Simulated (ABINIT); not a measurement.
GaN:

```xyz
2
Lattice="0.0000 2.2535 2.2535 2.2535 0.0000 2.2535 2.2535 2.2535 0.0000" Properties=species:S:1:pos:R:3 pbc="T T T"
Ga    0.0000    0.0000    0.0000
N     1.1268    1.1268    1.1268
```

The cell is a database's computed one.

Base run:

```yaml
Program: ABINIT 10.8.3 (patched build)
Functional: OLYP
Potentials_or_basis: PseudoDojo NC SR PBE v0.4.1 standard
Cutoff: 1143 eV
k_mesh: 10 × 10 × 10
Occupations: fermi-dirac, width 0.05 eV
Spin: no spin polarisation
```

Its results: band gap on the k mesh 2.07 eV, direct.

The run is repeated on the same cell with these changes: functional from OLYP to HLE16; potentials or basis from PseudoDojo NC SR PBE v0.4.1 standard to JTH PAW PBE v2.0; cutoff from 1143 eV to 680 eV. What comes out?

Band gap on the k mesh 2.45 eV, direct.

Caveats: the potentials were made for a functional far from this one (some runs).
